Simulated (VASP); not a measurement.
# Cl (Cmce) in VASP: notebook, part 2 of 2

VASP 6.6.1.

## Step 4: Relaxation of cell and atoms, r2SCAN, target pressure 1.15 GPa, at which the enthalpy is minimised

Contents of INCAR:

```
SYSTEM = Cl
PREC = Accurate ; ENCUT = 600
EDIFF = 1E-6 ; ISMEAR = 0
SIGMA = 0.03 ; LREAL = .False.
LASPH = .True. ; NELM = 80
ALGO = Normal ; ISIF = 3
LWAVE = .False. ; LCHARG = .False.
METAGGA = R2SCAN ; LMIXTAU = .True.
IBRION = 2 ; NSW = 90
EDIFFG = -0.01 ; PSTRESS = 11.5
```

Contents of KPOINTS:

```
regular mesh
0
Gamma
  8 8 4
  0 0 0
```

Contents of POSCAR:

```
Cl
1.0
    2.9327500000     -2.0968500000      0.0000000000
    2.9327500000      2.0968500000      0.0000000000
    0.0000000000      0.0000000000      7.9455000000
Cl
4
Direct
    0.8700000000      0.1300000000      0.1000000000
    0.6300000000      0.3700000000      0.6000000000
    0.1300000000      0.8700000000      0.9000000000
    0.3700000000      0.6300000000      0.4000000000
```

Potentials or basis: VASP PAW PBE potentials, release 64 (Cl).

Command:

```sh
cat potpaw_PBE.64/Cl/POTCAR > POTCAR
mpirun -np 1 vasp_std > vasp.out
```

OUTCAR:

```text
SYSTEM = Cl
   PREC = Accurate
   ENCUT = 600
   EDIFF = 1E-6
   ISMEAR = 0
   LREAL = .False.
   LASPH = .True.
   NELM = 80
   ISIF = 3
   METAGGA = R2SCAN
   IBRION = 2
   NSW = 90
   EDIFFG = -0.01
   PSTRESS = 11.5

 ion  position               nearest neighbor table
   1  0.870  0.130  0.100-   3 1.93
   2  0.630  0.370  0.600-   4 1.93
   3  0.130  0.870  0.900-   1 1.93
   4  0.370  0.630  0.400-   2 1.93

  LATTYP: Found a base centered orthorhombic cell.
 ALAT       =     4.1937000000
 B/A-ratio  =     1.3986455874
 C/A-ratio  =     1.8946276558

  Lattice vectors:

 A1 = (  -2.9327500000,  -2.0968500000,   0.0000000000)
 A2 = (   2.9327500000,  -2.0968500000,   0.0000000000)
 A3 = (   0.0000000000,   0.0000000000,   7.9455000000)

Analysis of symmetry for initial positions (statically):
=====================================================================
 Subroutine PRICEL returns:
 Original cell was already a primitive cell.

 Routine SETGRP: Setting up the symmetry group for a
 base centered orthorhombic supercell.

 Subroutine GETGRP returns: Found  8 space group operations
 (whereof  4 operations were pure point group operations)
[... 181 lines left out ...]
  Total        1.2136383      2.5927946      4.3407330      0.0000000      0.0000000      0.0000000
  in kB       19.8978531     42.5094089     71.1672223      0.0000000      0.0000000      0.0000000
  external PRESSURE =      33.0248281 kB  Pullay stress =      11.5000000 kB
[... 27 lines left out ...]
--------------------------------------- Ionic step        2  -------------------------------------------

 number of electron      28.0000000 magnetization

 E-fermi :  -0.2594     XC(G=0):  -8.7562

 val. band max:       -0.4083944840   @ k =   0.0000   0.0000   0.0000
 cond. band min:       1.6765436746   @ k =   0.0000   0.0000   0.0000
 fundamental gap:      2.0849381586
 Fermi energy:        -0.2594178303

 k-point     1 :       0.0000    0.0000    0.0000
  band No.  band energies     occupation
      1     -17.0722      2.00000
      2     -16.7188      2.00000
      3     -13.9095      2.00000
      4     -13.1353      2.00000
      5      -5.5417      2.00000
      6      -4.4388      2.00000
[... 570 lines left out ...]
  energy  without entropy=      -24.5439094690  energy(sigma->0) =      -24.54390947

  enthalpy is  TOTEN    =       -23.8260492221 eV   P V=        0.7178602468

[... ionic steps 4 to 22 ...]

--------------------------------------- Ionic step       23  -------------------------------------------

 number of electron      27.9999993 magnetization

------------------------ aborting loop because EDIFF is reached ----------------------------------------
[... 75 lines left out ...]
--------------------------------------- Ionic step       25  -------------------------------------------

 number of electron      27.9999992 magnetization

 Free energy of the ion-electron system (eV)
  ---------------------------------------------------
  ext. energy  EPLUGINS =         0.00000000
  ---------------------------------------------------
  free energy    TOTEN  =       -24.56974490 eV

  energy without entropy =      -24.56974490  energy(sigma->0) =      -24.56974490

 E-fermi :   0.4468     XC(G=0):  -8.9120

 val. band max:        0.2513750378   @ k =   0.0000   0.0000   0.0000
 cond. band min:       2.9601487927   @ k =   0.0000   0.0000   0.0000
 fundamental gap:      2.7087737549
 Fermi energy:         0.4468482374

 k-point     1 :       0.0000    0.0000    0.0000
  band No.  band energies     occupation
      1     -17.5333      2.00000
      2     -17.1700      2.00000
      3     -13.3977      2.00000
      4     -12.3480      2.00000
      5      -5.8244      2.00000
      6      -4.2741      2.00000
[... 530 lines left out ...]
  energy  without entropy=      -24.5697449046  energy(sigma->0) =      -24.56974490

  enthalpy is  TOTEN    =       -23.8500766059 eV   P V=        0.7196682987

 reached required accuracy - stopping structural energy minimisation
```

CONTCAR:

```text
Cl
   1.00000000000000
     3.0831042226467860   -2.0083760792630430   -0.0000000000000000
     3.0831042226467860    2.0083760792630430    0.0000000000000000
     0.0000000000000000   -0.0000000000000000    8.0962120195584468
  Cl
     4
Direct
     0.8757002058382326    0.1242997941617674    0.1070864971179620
     0.6242997941617674    0.3757002058382327    0.6070864971179621
     0.1242997941617674    0.8757002058382326    0.8929135028820379
     0.3757002058382327    0.6242997941617674    0.3929135028820382

  0.00000000E+00  0.00000000E+00  0.00000000E+00
  0.00000000E+00  0.00000000E+00  0.00000000E+00
  0.00000000E+00  0.00000000E+00  0.00000000E+00
  0.00000000E+00  0.00000000E+00  0.00000000E+00
```

Run time: 55 min. Hardware: 1 thread of Intel Xeon 6975P-C (Granite Rapids), shared host; peak memory 0.31 GiB.

What came out:

```
Free energy                                            : -24.5697 eV
Relaxed volume                                         : 25.07 Å³/atom
Relaxed cell                                           : a = 3.680 Å, b = 3.680 Å, c = 8.096 Å, α = 90.00°, β = 90.00°, γ = 66.16°
Space group after relaxing (to 0.05 Å)                 : Cmce (No. 64)
Energy change on relaxing (the enthalpy is what falls) : -32.8 meV/atom
Ionic steps                                            : 25
Pressure after relaxing                                : 1.1 GPa
Largest force after relaxing                           : 0.008 eV/Å
Band gap on the k mesh                                 : 2.71 eV, direct
```

Forces in eV/Å, atoms in the order of the input:
```
Cl   0.000 -0.001 -0.008
Cl   0.000  0.001 -0.008
Cl   0.000  0.001  0.008
Cl   0.000 -0.001  0.008
```

The path:
```
step  energy change (eV)  largest force (eV/Å)  pressure (GPa)  volume (Å³)
   1              0.0000                1.4046            4.45        97.72
   2              0.1658                1.6825           -3.55       104.98
   3             -0.1054                0.1064            1.02       100.01
   4             -0.1048                0.1086            1.15        99.90
   5             -0.1045                0.1167            1.20        99.86
   6             -0.1106                0.1064            1.19        99.98
   7             -0.1242                0.0778            1.19       100.33
   8             -0.1286                0.0837            1.34       100.94
   9             -0.1302                0.0710            1.24       100.65
  10             -0.1303                0.2437            0.48       101.13
  11             -0.1314                0.0067            1.06       100.77
  12             -0.1301                0.0090            1.09       100.52
  13             -0.1256                0.0186            1.19        99.77
  14             -0.1139                0.0405            1.40        98.26
  15             -0.1229                0.0234            1.24        99.39
  16             -0.1244                0.0195            1.22        99.53
  17             -0.1274                0.0186            1.17        99.84
  18             -0.1310                0.0393            1.06       100.42
  19             -0.1287                0.0229            1.14       100.01
  20             -0.1288                0.0403            1.24        99.99
  21             -0.1288                0.0452            1.25        99.99
  22             -0.1289                0.0435            1.25       100.00
  23             -0.1293                0.0370            1.23       100.04
  24             -0.1300                0.0227            1.19       100.11
  25             -0.1312                0.0081            1.11       100.26
```

Final structure:
```cif
data_structure
_symmetry_space_group_name_H-M 'P 1'
_symmetry_Int_Tables_number 1
_cell_length_a 3.6796
_cell_length_b 3.6796
_cell_length_c 8.0962
_cell_angle_alpha 90.000
_cell_angle_beta 90.000
_cell_angle_gamma 66.162
_cell_volume 100.26
loop_
_atom_site_label
_atom_site_type_symbol
_atom_site_fract_x
_atom_site_fract_y
_atom_site_fract_z
_atom_site_occupancy
Cl1 Cl 0.87570 0.12430 0.10709 1
Cl2 Cl 0.62430 0.37570 0.60709 1
Cl3 Cl 0.12430 0.87570 0.89291 1
Cl4 Cl 0.37570 0.62430 0.39291 1
```

Caveat: the cell is relaxed towards a set pressure, so the enthalpy falls and the energy may rise; the PAW data sets were made with another functional, which shifts forces and pressure a little.
